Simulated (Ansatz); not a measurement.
**NbAs₄: rattling a relaxed structure**

The cell was found from a structure generator's guess, not taken from experiment.

Method: Ansatz, DFT PBE, scalar-relativistic, plane waves, PAW. Cutoff 420 eV; k points 12×12×4 on the computed 5-atom cell (Γ-centred); Gaussian smearing, width 0.10 eV; no spin polarisation.

The cell below (5 atoms, space group P-3m1 (No. 164)) is relaxed within its symmetry.

```
Nb As
1.0
     3.47611    0.00000    0.00000
    -1.73806    3.01040    0.00000
     0.00000    0.00000   10.32936
Nb As
1 4
Direct
  0.00000 0.00000 0.00000
  0.33333 0.66667 0.83360
  0.33333 0.66667 0.42983
  0.66667 0.33333 0.16640
  0.66667 0.33333 0.57017
```

For the test a repeat of it with 10 atoms (edges 3.48, 6.02, 10.33 Å) was strained at random (σ = 1.5 % a component), the atoms were moved at random (σ = 0.15 Å), and all was relaxed again on a coarse 6×4×2 mesh (in the run’s order of axes) with 0.20 eV smearing, with no symmetry imposed.

No dispersion correction is applied, so the spacing and binding between layers, chains or molecules are poorly described.

Problem. What happens?

Solution. It returns, within 1 meV/atom of the unmoved cell on that mesh and with the same symmetry when read at 0.1 Å (C2 at 0.01 Å, so small strains and shifts remain). So it is stable against the distortions that fit this cell and that this random move excites. Modes that don't fit the cell aren't tested.
